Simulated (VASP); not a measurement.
# InGaAs2 (P-4m2) in VASP: notebook, part 2 of 2

VASP 6.6.1. The steps go on from the part before.

### 4 Single point, PBE0

Contents of POSCAR:

```
InGaAs2
1.0
    4.2250012014      0.0000000000      0.0000000000
    0.0000000000      4.2250012014      0.0000000000
    0.0000000000      0.0000000000      5.9621480000
In As Ga
1 2 1
Direct
    0.0000000000      0.0000000000      0.5000000000
    0.0000000000      0.5000000000      0.2315250000
    0.5000000000      0.0000000000      0.7684750000
    0.5000000000      0.5000000000      0.0000000000
```

Contents of INCAR.step1:

```
ALGO     = Normal         # electronic algorithm
EDIFF    = 1E-5           # SCF threshold, eV
ENCUT    = 340            # plane-wave cutoff, eV
GGA      = PE             # functional
ISIF     = 2              # what is computed and relaxed
ISMEAR   = 0              # smearing method
LASPH    = True           # aspherical terms in the spheres
LCHARG   = False          # write CHGCAR
LREAL    = False          # projectors in reciprocal space
LWAVE    = True           # write WAVECAR
NBANDS   = 26             # bands
NELM     = 100            # most SCF steps
NKRED    = 1            
PREC     = Accurate       # precision mode
SIGMA    = 0.01           # smearing width, eV
```

Contents of INCAR.step2:

```
AEXX     = 0.25           # exact-exchange fraction
ALGO     = Normal         # electronic algorithm
EDIFF    = 1E-6           # SCF threshold, eV
ENCUT    = 340            # plane-wave cutoff, eV
GGA      = PE             # functional
ISIF     = 2              # what is computed and relaxed
ISMEAR   = 0              # smearing method
ISTART   = 1            
LASPH    = True           # aspherical terms in the spheres
LCHARG   = False          # write CHGCAR
LHFCALC  = True           # exact exchange
LREAL    = False          # projectors in reciprocal space
LWAVE    = False          # write WAVECAR
NBANDS   = 26             # bands
NELM     = 100            # most SCF steps
NKRED    = 1            
PREC     = Accurate       # precision mode
PRECFOCK = Fast         
SIGMA    = 0.01           # smearing width, eV
```

Contents of KPOINTS:

```
k-points
0
Gamma
  5 5 3
```

Potentials or basis: VASP PAW PBE potentials, release 64 (In_d, As, Ga_d).

Command:

```sh
> cat potpaw_PBE.64/In_d/POTCAR potpaw_PBE.64/As/POTCAR potpaw_PBE.64/Ga_d/POTCAR > POTCAR
> cp INCAR.step1 INCAR
> mpirun -np 1 vasp_std > vasp.out
> cp INCAR.step2 INCAR
> mpirun -np 1 vasp_std > vasp.out
```

OUTCAR:

```text
AEXX = 0.25
   EDIFF = 1E-6
   ENCUT = 340
   GGA = PE
   ISIF = 2
   ISMEAR = 0
   ISTART = 1
   LASPH = True
   LHFCALC = True
   LREAL = False
   NELM = 100
   NKRED = 1
   PREC = Accurate
   PRECFOCK = Fast

 Found     12 irreducible k-points:

 Following reciprocal coordinates:
            Coordinates               Weight
  0.000000  0.000000  0.000000      1.000000
  0.200000  0.000000  0.000000      4.000000
  0.400000  0.000000  0.000000      4.000000
  0.200000  0.200000  0.000000      4.000000
  0.400000  0.200000  0.000000      8.000000
  0.400000  0.400000  0.000000      4.000000
   k-points           NKPTS =     12   k-points in BZ     NKDIM =     75   number of bands    NBANDS=     26
   number of dos      NEDOS =    301   number of ions     NIONS =      4
   total plane-waves  NPLWV =  28224
   dimension x,y,z NGX =    28 NGY =   28 NGZ =   36
   dimension x,y,z NGXF=    56 NGYF=   56 NGZF=   72
   ions per type =               1   2   1
   NGX,Y,Z   is equivalent  to a cutoff of  11.02, 11.02, 10.04 a.u.
   NGXF,Y,Z  is equivalent  to a cutoff of  22.03, 22.03, 20.08 a.u.
 SYSTEM =  unknown system
   PREC   = accura    normal or accurate (medium, high low for compatibility)
   ISTART =      1    job   : 0-new  1-cont  2-samecut
   ICHARG =      0    charge: 1-file 2-atom 10-const
   ISPIN  =      1    spin polarized calculation?
   LNONCOLLINEAR =      F non collinear calculations
   LSORBIT =      F    spin-orbit coupling
   LASPH  =      T    aspherical Exc in radial PAW
   ENCUT  =  340.0 eV  24.99 Ry    5.00 a.u.   6.35  6.35  8.96*2*pi/ulx,y,z
   NELM   =    100;   NELMIN=  2; NELMDL=  0     # of ELM steps
   EDIFF  = 0.1E-05   stopping-criterion for ELM
   LREAL  =      F    real-space projection
   EDIFFG = 0.1E-04   stopping-criterion for IOM
   NSW    =      0    number of steps for IOM
   IBRION =     -1    ionic relax: 0-MD 1-quasi-New 2-CG
   NFREE  =      0    steps in history (QN), initial steepest desc. (CG)
   ISIF   =      2    stress and relaxation
   ISYM   =      3    0-nonsym 1-usesym 2-fastsym
   POTIM  = 0.5000    time-step for ionic-motion
   TEBEG  =    0.0;   TEEND  =   0.0 temperature during run
   PSTRESS=    0.0 pullay stress
[... 18 lines left out ...]
   NKREDX  =     1    reduce k-point grid by
   NKREDY  =     1    reduce k-point grid by
   NKREDZ  =     1    reduce k-point grid by
   AEXX    =    0.2500 exact exchange contribution
   HFSCREEN=    0.0000 screening length (either q_TF or 0.3 A-1)
   HFSCREENC=   0.0000 screening length for correlation (either q_TF or 0.3 A-1)
   ENCUTFOCK=  -1.0 apply spherical cutoff to Coloumb kernel
   IVDW    =     0    specifies the selected vdW correction
   LEPSILON=     F    determine dielectric tensor
   LRPA    =     F    only Hartree local field effects (RPA)
 non-spin polarized calculation
 Gauss-broadening in eV      SIGMA  =   0.01
  energy-cutoff  :      340.00
  volume of cell :      106.43
 maximum number of plane-waves:      1538
 NGX is ok and might be reduce to    28
  NGX = 14; NGY = 14; NGZ = 20

 number of electron      36.0000015 magnetization

 Free energy of the ion-electron system (eV)
  ---------------------------------------------------
  ext. energy  EPLUGINS =         0.00000000
  ---------------------------------------------------
  free energy    TOTEN  =       -20.70526657 eV

  energy without entropy =      -20.70526657  energy(sigma->0) =      -20.70526657

 E-fermi :   3.0867     XC(G=0):  -7.1859

 val. band max:        2.9961802915   @ k =   0.0000   0.0000   0.0000
 cond. band min:       3.9730170991   @ k =   0.0000   0.0000   0.0000
 fundamental gap:      0.9768368077
 Fermi energy:         3.0867308883

 k-point     1 :       0.0000    0.0000    0.0000
  band No.  band energies     occupation
      1     -14.4892      2.00000
      2     -14.4563      2.00000
      3     -14.4563      2.00000
      4     -14.4249      2.00000
      5     -14.3899      2.00000
      6     -13.2119      2.00000
[... 163 lines left out ...]
     25      13.2229      0.00000
     26      13.4092      0.00000

 [... further k-points ...]

------------------------ aborting loop because EDIFF is reached ----------------------------------------

  FORCE on cell =-STRESS in cart. coord.  units (eV):
  Direction    XX          YY          ZZ          XY          YZ          ZX
  --------------------------------------------------------------------------------------
  -------------------------------------------------------------------------------------
  Total       -1.9263193     -1.9263193     -1.7767132      0.0000000      0.0000000      0.0000000
  in kB      -28.9989608    -28.9989608    -26.7467781      0.0000000      0.0000000      0.0000000
  external PRESSURE =     -28.2482332 kB  Pullay stress =       0.0000000 kB

 VOLUME and BASIS-vectors are now :
 -----------------------------------------------------------------------------
  energy-cutoff  :      340.00
  volume of cell :      106.43
      direct lattice vectors                 reciprocal lattice vectors
     4.225001201  0.000000000  0.000000000     0.236686323  0.000000000  0.000000000
     0.000000000  4.225001201  0.000000000     0.000000000  0.236686323  0.000000000
     0.000000000  0.000000000  5.962148000     0.000000000  0.000000000  0.167724786

 POSITION                                       TOTAL-FORCE (eV/Angst)
 -----------------------------------------------------------------------------------
      0.00000      0.00000      2.98107         0.000000      0.000000      0.000000
      0.00000      2.11250      1.38039         0.000000      0.000000     -0.009735
      2.11250      0.00000      4.58176         0.000000     -0.000000      0.009735
      2.11250      2.11250      0.00000         0.000000     -0.000000      0.000000
 -----------------------------------------------------------------------------------
    total drift:                                0.000002     -0.000014     -0.000006

  FREE ENERGIE OF THE ION-ELECTRON SYSTEM (eV)
  ---------------------------------------------------
  free  energy   TOTEN  =       -20.7052665725 eV

  energy  without entropy=      -20.7052665725  energy(sigma->0) =      -20.70526657
```

OSZICAR.step1:

```text
N       E                     dE             d eps       ncg     rms          rms(c)
DAV:   1     0.234424005935E+03    0.23442E+03   -0.13457E+04   624   0.131E+03
DAV:   2     0.951085587367E+01   -0.22491E+03   -0.21715E+03   672   0.329E+02
DAV:   3    -0.154718847008E+02   -0.24983E+02   -0.24715E+02   772   0.116E+02
DAV:   4    -0.162618943083E+02   -0.79001E+00   -0.78772E+00   740   0.226E+01
DAV:   5    -0.162876278461E+02   -0.25734E-01   -0.25724E-01   920   0.371E+00    0.518E+00
DAV:   6    -0.159065282945E+02    0.38110E+00   -0.63463E-01   864   0.105E+01    0.288E+00
DAV:   7    -0.158745819156E+02    0.31946E-01   -0.30707E-01   944   0.323E+00    0.867E-01
DAV:   8    -0.158753953119E+02   -0.81340E-03   -0.36432E-02   798   0.217E+00    0.277E-01
DAV:   9    -0.158759978740E+02   -0.60256E-03   -0.46099E-03   856   0.983E-01    0.167E-01
DAV:  10    -0.158763096145E+02   -0.31174E-03   -0.61190E-04   692   0.170E-01    0.728E-02
DAV:  11    -0.158764361595E+02   -0.12654E-03   -0.26625E-04   708   0.114E-01    0.358E-02
DAV:  12    -0.158764323014E+02    0.38581E-05   -0.22653E-05   604   0.424E-02
   1 F= -.15876432E+02 E0= -.15876357E+02  d E =-.150451E-03
```

Wall time 7.5 min (1 thread of Intel Xeon 6975P-C (Granite Rapids), shared host); peak memory 0.19 GiB.

The run converged, but some of its settings lie outside the range that counts as converged, so its numbers aren't taken as properties of the crystal.

Results:

- Free energy: -20.7053 eV
- Pressure: -2.8 GPa
- Largest force: 0.010 eV/Å
- Band gap on the k mesh: 0.98 eV, direct

Caveat: the cutoff is under 1.25 times the usual one of these potentials, so pressure, stress and relaxed cells hold a basis-set (Pulay) error; the PAW data sets were made with another functional, which shifts forces and pressure a little; spin-orbit coupling is left out, which moves the levels of the heavy elements.

### 5 Single point, PBE0

POSCAR is that of step 4.

Changes to INCAR.step1 since step 4:

```diff
@@ -2,3 +2,3 @@
 EDIFF    = 1E-5           # SCF threshold, eV
-ENCUT    = 340            # plane-wave cutoff, eV
+ENCUT    = 520            # plane-wave cutoff, eV
 GGA      = PE             # functional
```

Changes to INCAR.step2 since step 4:

```diff
@@ -3,3 +3,3 @@
 EDIFF    = 1E-6           # SCF threshold, eV
-ENCUT    = 340            # plane-wave cutoff, eV
+ENCUT    = 520            # plane-wave cutoff, eV
 GGA      = PE             # functional
```

KPOINTS is that of step 4.

Command:

```sh
> cat potpaw_PBE.64/In_d/POTCAR potpaw_PBE.64/As/POTCAR potpaw_PBE.64/Ga_d/POTCAR > POTCAR
> cp INCAR.step1 INCAR
> mpirun -np 1 vasp_std > vasp.out
> cp INCAR.step2 INCAR
> mpirun -np 1 vasp_std > vasp.out
```

Run time: 16 min. Hardware: 1 thread of Intel Xeon 6975P-C (Granite Rapids), shared host; peak memory 0.26 GiB.

The run converged, but some of its settings lie outside the range that counts as converged, so its numbers aren't taken as properties of the crystal.

What came out:

```yaml
Free_energy: -20.7119 eV
Pressure: -2.6 GPa
Largest_force: 0.009 eV/Å
Band_gap_on_the_k_mesh: 0.98 eV, direct
```

Caveat: the PAW data sets were made with another functional, which shifts forces and pressure a little; spin-orbit coupling is left out, which moves the levels of the heavy elements.
